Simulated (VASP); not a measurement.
# BaS (Fm-3m) in VASP: a series of runs, part 2 of 2

VASP 6.6.1. Earlier steps stand in the parts before.

### 4 Relaxation of cell and atoms, PBEsol+D4

File INCAR:

```
  ALGO = Normal
  EDIFF = 1E-7
  EDIFFG = -0.005
  ENCUT = 600
  GGA = PS
  IBRION = 2
  ISIF = 3
  ISMEAR = -1
  IVDW = 13
  LASPH = T
  LCHARG = F
  LREAL = F
  LWAVE = F
  NELM = 100
  NSW = 80
  PREC = Accurate
  SIGMA = 0.05
```

File KPOINTS:

```
k-points
0
Gamma
  7 7 7
```

File POSCAR:

```
BaS
1.0
    0.0000000000      3.1937500000      3.1937500000
    3.1937500000      0.0000000000      3.1937500000
    3.1937500000      3.1937500000      0.0000000000
Ba S
1 1
Direct
    0.0000000000      0.0000000000      0.0000000000
    0.5000000000      0.5000000000      0.5000000000
```

Started as:

```console
> cat potpaw_PBE.64/Ba_sv/POTCAR potpaw_PBE.64/S/POTCAR > POTCAR
> mpirun -np 1 vasp_std > vasp.out
```

It took 36 s on 1 thread of Intel Xeon Platinum 8259CL at 2.50GHz (Skylake/Cascade Lake), shared host; peak memory 0.21 GiB.

Results (log left out):

| Item | Value |
| --- | --- |
| Free energy | -11.0093 eV |
| Relaxed volume | 31.68 Å³/atom |
| Relaxed cell | a = 4.475 Å, b = 4.475 Å, c = 4.475 Å, α = 60.00°, β = 60.00°, γ = 60.00° |
| Space group after relaxing (to 0.05 Å) | Fm-3m (No. 225) |
| Energy gained by relaxing | 3.6 meV/atom |
| Ionic steps | 3 |
| Pressure after relaxing | 0.0 GPa |
| Band gap on the k mesh | 1.99 eV, indirect (least direct gap 2.13 eV) |
| Dispersion energy per atom | -0.146 eV |

The path:
```csv
step,energy change (eV),largest force (eV/Å),pressure (GPa),volume (Å³)
1,0.0000,0.0000,-1.26,65.15
2,-0.0064,0.0000,0.46,62.77
3,-0.0073,0.0000,0.00,63.35
```

Final structure:
```
CELL_PARAMETERS angstrom
0.00000 3.16405 3.16405
3.16405 0.00000 3.16405
3.16405 3.16405 0.00000
ATOMIC_POSITIONS crystal
Ba 0.00000 0.00000 0.00000
S 0.50000 0.50000 0.50000
```

Levels at points of the mesh, in eV from the valence-band top:
| k point | band 5 | band 6 | band 7 | band 8 | band 9 | band 10 | band 11 | band 12 |
| --- | --- | --- | --- | --- | --- | --- | --- | --- |
| (0.00, 0.00, 0.00) | -10.40 | 0.00 | 0.00 | 0.00 | 3.54 | 3.78 | 3.78 | 3.78 |

Caveat: the PAW data sets were made with another functional, which shifts forces and pressure a little; spin-orbit coupling is left out, which moves the levels of the heavy elements. A k mesh can miss the band edges.

### 5 Relaxation of cell and atoms, revPBE+D4

File INCAR:

```
SYSTEM = BaS
PREC = Accurate ; ENCUT = 600
EDIFF = 1E-7 ; ISMEAR = -1
SIGMA = 0.05 ; LREAL = .False.
LASPH = .True. ; NELM = 60
ALGO = Normal ; ISIF = 3
LWAVE = .False. ; LCHARG = .False.
GGA = RE ; IVDW = 13
IBRION = 2 ; NSW = 80
EDIFFG = -0.02
```

File KPOINTS:

```
Automatic mesh
0
Gamma
  7 7 7
  0 0 0
```

POSCAR is that of step 4.

Started as:

```console
> cat potpaw_PBE.64/Ba_sv/POTCAR potpaw_PBE.64/S/POTCAR > POTCAR
> mpirun -np 1 vasp_std > vasp.out
```

Wall time 43 s (1 thread of Intel Xeon Platinum 8259CL at 2.50GHz (Skylake/Cascade Lake), shared host); peak memory 0.21 GiB.

Results (log left out):

| Quantity | Value |
| --- | --- |
| Free energy | -10.3397 eV |
| Relaxed volume | 33.15 Å³/atom |
| Relaxed cell | a = 4.543 Å, b = 4.543 Å, c = 4.543 Å, α = 60.00°, β = 60.00°, γ = 60.00° |
| Space group after relaxing (to 0.05 Å) | Fm-3m (No. 225) |
| Energy gained by relaxing | 1.3 meV/atom |
| Ionic steps | 3 |
| Pressure after relaxing | 0.0 GPa |
| Band gap on the k mesh | 2.30 eV, indirect (least direct gap 2.45 eV) |
| Dispersion energy per atom | -0.323 eV |

Step by step:
```csv
step,energy change (eV),largest force (eV/Å),pressure (GPa),volume (Å³)
1,0.0000,0.0000,0.76,65.15
2,-0.0025,0.0000,-0.19,66.62
3,-0.0027,0.0000,0.00,66.31
```

Final structure:
```
Ba S
1.0
     0.00000    3.21252    3.21252
     3.21252    0.00000    3.21252
     3.21252    3.21252    0.00000
Ba S
1 1
Direct
  0.00000 0.00000 0.00000
  0.50000 0.50000 0.50000
```

Levels at points of the mesh, in eV from the valence-band top:
```tsv
k point	band 4	band 5	band 6	band 7	band 8	band 9	band 10	band 11	band 12
(0.00, 0.00, 0.00)	-11.23	-10.32	0.00	0.00	0.00	3.69	3.94	3.94	3.94
```

Caveat: the PAW data sets were made with another functional, which shifts forces and pressure a little; spin-orbit coupling is left out, which moves the levels of the heavy elements.

### 6 Single point, PBEsol+D3(BJ), collinear spin, ferromagnetic start (volume scaled by 0.96)

File INCAR:

```
SYSTEM = BaS
PREC     = Accurate       ! precision mode
ENCUT    = 520            ! plane-wave cutoff, eV
EDIFF    = 1E-7           ! SCF threshold, eV
ISMEAR   = -5             ! smearing method
SIGMA    = 0.1            ! smearing width, eV
LREAL    = .False.        ! projectors in reciprocal space
LASPH    = .True.         ! aspherical terms in the spheres
NELM     = 150            ! most SCF steps
ALGO     = Normal         ! electronic algorithm
ISIF     = 2              ! what is computed and relaxed
LWAVE    = .False.        ! write WAVECAR
LCHARG   = .False.        ! write CHGCAR
ISPIN    = 2              ! spin polarisation
MAGMOM   = 0.5 0          ! initial moments
LORBIT   = 11             ! projections on sites
GGA      = PS             ! functional
IVDW     = 12             ! dispersion correction
NBANDS   = 19             ! bands
```

File KPOINTS:

```
regular mesh
0
Gamma
  7 7 7
  0 0 0
```

File POSCAR:

```
BaS
1.0
    4.4556013400      0.0000000000      0.0000000000
    2.2278006700      3.8586639496      0.0000000000
    2.2278006700      1.2862213165      3.6379832601
Ba S
1 1
Direct
    0.0000000000      0.0000000000      0.0000000000
    0.5000000000      0.5000000000      0.5000000000
```

Potentials or basis: VASP PAW PBE potentials, release 64 (Ba_sv, S).

Started as:

```console
> cat potpaw_PBE.64/Ba_sv/POTCAR potpaw_PBE.64/S/POTCAR > POTCAR
> mpirun -np 1 vasp_std > vasp.out
```

It took 30 s on 1 thread of Intel Xeon Platinum 8488C (Sapphire Rapids), shared host; peak memory 0.26 GiB.

The run converged. Its results:

```
Free energy                                           : -11.3382 eV
Pressure                                              : -0.3 GPa
Band gap on the k mesh                                : 1.97 eV, indirect (least direct gap 2.09 eV)
Net moment                                            : 0.00 μB per cell
Valence electrons inside the program's atomic spheres : Ba 7.92; S 3.73
Dispersion energy per atom                            : -0.314 eV
```

Levels at points of the mesh, in eV from the valence-band top:
Spin up:
```tsv
k point	band 4	band 5	band 6	band 7	band 8	band 9	band 10	band 11	band 12	band 13
(0.00, 0.00, 0.00)	-10.95	-10.42	0.00	0.00	0.00	3.61	3.78	3.78	3.78	4.78
```
Spin down:
| k point | band 4 | band 5 | band 6 | band 7 | band 8 | band 9 | band 10 | band 11 | band 12 | band 13 |
| --- | --- | --- | --- | --- | --- | --- | --- | --- | --- | --- |
| (0.00, 0.00, 0.00) | -10.95 | -10.42 | 0.00 | 0.00 | 0.00 | 3.61 | 3.78 | 3.78 | 3.78 | 4.78 |

Caveat: the cell differs from its parent crystal (volume scaled by 0.96); three body term missing; the PAW data sets were made with another functional, which shifts forces and pressure a little; spin-orbit coupling is left out, which moves the levels of the heavy elements. A k mesh can miss the band edges.

### 7 Overview

| task | level | spin | cell | cutoff (eV) | smearing | gap on the mesh (eV) | pressure (GPa) | relaxed volume (Å³/atom) |
| --- | --- | --- | --- | --- | --- | --- | --- | --- |
| single point | RPBE | off | a = 4.517 Å, angles 60.0°, 2 atoms | 520 | fermi-dirac 0.05 eV | 2.31 | 3.0 | - |
| single point | revPBE+D4 | off | a = 4.523 Å, angles 60.0°, 2 atoms | 520 | fermi-dirac 0.05 eV | 2.28 | 0.5 | - |
| relaxation of cell and atoms | PBEsol+D4 | off | relaxed from a = 4.517 Å, angles 60.0°, 2 atoms | 600 | fermi-dirac 0.05 eV | 1.99 | 0.0 | 31.68 |
| relaxation of cell and atoms | revPBE+D4 | off | relaxed from a = 4.517 Å, angles 60.0°, 2 atoms | 600 | fermi-dirac 0.05 eV | 2.30 | 0.0 | 33.15 |
| single point | PBEsol+D3(BJ) | collinear, ferromagnetic start | a = 4.456 Å, angles 60.0°, 2 atoms | 520 | tetrahedron | 1.97 | -0.3 | - |

Alike in all rows: potentials or basis VASP PAW PBE potentials, release 64 (Ba_sv, S); k mesh 7 × 7 × 7.

Caveats: the PAW data sets were made with another functional, which shifts forces and pressure a little; spin-orbit coupling is left out, which moves the levels of the heavy elements; three body term missing (some runs).

Absolute energies hang on the potentials; compare differences alone.

### 8 How close it comes

Step 3. Against the measured gap of BaS, 3.806 eV (indirect; 2 K; a printed reference work, monograph, original work of 1988), the calculated 2.28 eV is off by -1.53 eV. Spin-orbit coupling on Ba is left out. The value is that of revPBE+D4 on a finite k mesh, which can miss the band edges, without temperature or zero-point motion. Semilocal functionals fall short of measured gaps as a rule.
